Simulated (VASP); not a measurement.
Crystal: Cl.

```xyz
4
Lattice="3.1450 -2.2500 0.0000 3.1450 2.2500 0.0000 0.0000 0.0000 8.2100" Properties=species:S:1:pos:R:3 pbc="T T T"
Cl    3.1450    0.5850    3.2840
Cl    3.1450    1.6650    7.3890
Cl    3.1450   -0.5850    4.9260
Cl    3.1450   -1.6650    0.8210
```

Base run:

| Property | Result |
| --- | --- |
| Program | VASP 6.6.1 |
| Functional | HSE03 |
| Potentials or basis | VASP PAW PBE potentials, release 64 (Cl) |
| Cutoff | 520 eV |
| k mesh | 6 × 6 × 2 |
| Occupations | gaussian, width 0.02 eV |
| Spin | no spin polarisation |

Its results: band gap on the k mesh 3.87 eV, indirect (least direct gap 3.95 eV); pressure -0.8 GPa; largest force 0.797 eV/Å.

Problem. After a change of settings the same cell gave: band gap on the k mesh 4.17 eV, indirect (least direct gap 4.26 eV); pressure -0.9 GPa; largest force 0.844 eV/Å. Which change was it?
A. functional from HSE03 to PBE0
B. functional from HSE03 to HSE06
C. functional from HSE03 to r2SCAN-EpsX

Solution. B.

Caveats: the PAW data sets were made with another functional, which shifts forces and pressure a little.
